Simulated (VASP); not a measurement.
Here is a VASP 6.6.1 calculation.

Contents of INCAR:

```
SYSTEM = BiTe
ALGO = Fast ; EDIFF = 1E-6
ENCUT = 520 ; GGA = PE
ISIF = 2 ; ISMEAR = 0
LASPH = .TRUE. ; LCHARG = .FALSE.
LREAL = .FALSE. ; LWAVE = .FALSE.
NBANDS = 18 ; NELM = 100
PREC = Accurate ; SIGMA = 0.1
```

The input KPOINTS:

```
k-points
0
G
  12 12 12
  0 0 0
```

POSCAR

```
BiTe
1.0
    0.0000000000      3.2855630500      3.2855630500
    3.2855630500      0.0000000000      3.2855630500
    3.2855630500      3.2855630500      0.0000000000
Bi Te
1 1
Direct
    0.0000000000      0.0000000000      0.0000000000
    0.5000000000      0.5000000000      0.5000000000
```

Potentials or basis: VASP PAW PBE potentials, release 64 (Bi_d, Te).

Run with:

```console
$ cat potpaw_PBE.64/Bi_d/POTCAR potpaw_PBE.64/Te/POTCAR > POTCAR
$ mpirun -np 1 vasp_std > vasp.out
```

(1) Predict the band gap on the k mesh.

(2) What does it give for the pressure?

## Answers

(1) none (metal or under the smearing width).

(2) -1.4 GPa.

Caveat: spin-orbit coupling is left out, which moves the levels of the heavy elements.
